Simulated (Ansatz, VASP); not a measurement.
Two plane-wave programs on GdO

Contents of INCAR:

```
SYSTEM = GdO
PREC     = Accurate       ! precision mode
ENCUT    = 520            ! plane-wave cutoff, eV
EDIFF    = 1E-7           ! SCF threshold, eV
ISMEAR   = -1             ! smearing method
SIGMA    = 0.1            ! smearing width, eV
LREAL    = .False.        ! projectors in reciprocal space
LASPH    = .True.         ! aspherical terms in the spheres
NELM     = 150            ! most SCF steps
ALGO     = Normal         ! electronic algorithm
ISIF     = 2              ! what is computed and relaxed
LWAVE    = .False.        ! write WAVECAR
LCHARG   = .True.         ! write CHGCAR
ISPIN    = 2              ! spin polarisation
MAGMOM   = 9.1 0          ! initial moments
LORBIT   = 11             ! projections on sites
LMAXMIX  = 6              ! l up to which the mixer works
LDAU     = .True.         ! DFT+U
LDAUTYPE = 2            
LDAUL    = 3 -1           ! shell
LDAUU    = 5 0            ! U, eV
LDAUJ    = 0 0          
LDAUPRINT= 1            
GGA      = CA             ! functional
LELF     = .True.         ! ELF
LVHAR    = .True.       
NBANDS   = 23             ! bands
```

The input KPOINTS:

```
regular mesh
0
Gamma
  9 9 9
  0 0 0
```

File POSCAR:

```
GdO
1.0
    0.0000000000      2.7000000000      2.7000000000
    2.7000000000      0.0000000000      2.7000000000
    2.7000000000      2.7000000000      0.0000000000
Gd O
1 1
Direct
    0.0000000000      0.0000000000      0.0000000000
    0.2500000000      0.2500000000      0.2500000000
```

Input for Ansatz:

```yaml
crystal:
  lattice:
    - [0.0, 2.7, 2.7]
    - [2.7, 0.0, 2.7]
    - [2.7, 2.7, 0.0]
  atoms:
    - { symbol: Gd, position: [0.0, 0.0, 0.0], spin: 9.1 }
    - { symbol: O, position: [0.25, 0.25, 0.25], spin: 0.0 }
basis:
  ecutwfc: 489.804952427784
kpoints:
  mp_grid:
    grid: [9, 9, 9]
hamiltonian:
  xc: lda
  hubbard:
    - { species: Gd, l: f, u_eff: 5.0 }
magnetization:
  spin_polarized: true
scf:
  occupations:
    method: fermi_dirac
    width: 0.1
output:
  eigenvalues: true
```

Alike in both runs: task single point; functional LDA; k mesh 9 × 9 × 9; occupations fermi-dirac, width 0.1 eV; collinear spin; Hubbard terms Gd f U = 5.0 eV.

|  | VASP | Ansatz |
| --- | --- | --- |
| version | VASP 6.6.1 | Ansatz 0.2.0 |
| potentials or method | VASP PAW PBE potentials, release 64 (Gd, O) | plane waves, PAW |
| plane-wave cutoff (eV) | 520 | 490 |
| valence electrons in the cell | 24 | 24 |

|  | VASP | Ansatz | Ansatz less VASP |
| --- | --- | --- | --- |
| gap on the k mesh at the Fermi level (eV) | none | none | - |
| net moment per atom (μB) | 3.88 | 3.90 | +0.015 |
| size of the moment on the site where the two differ most (μB) | 7.06 | 7.00 | -0.067 |

Site moments also hang on the region over which each program counts them. The programs project onto different local orbitals, so the same U acts differently. A gap of «none» marks a metal or a gap that the smearing closes. Ansatz warned: «filled_band_counts_differ_across_k_points».

Caveats: spin-orbit coupling is left out, which moves the levels of the heavy elements; a cell with one magnetic atom can't hold antiferromagnetic order, which such compounds often take. The state reached can hang on the start; a lower one may exist.
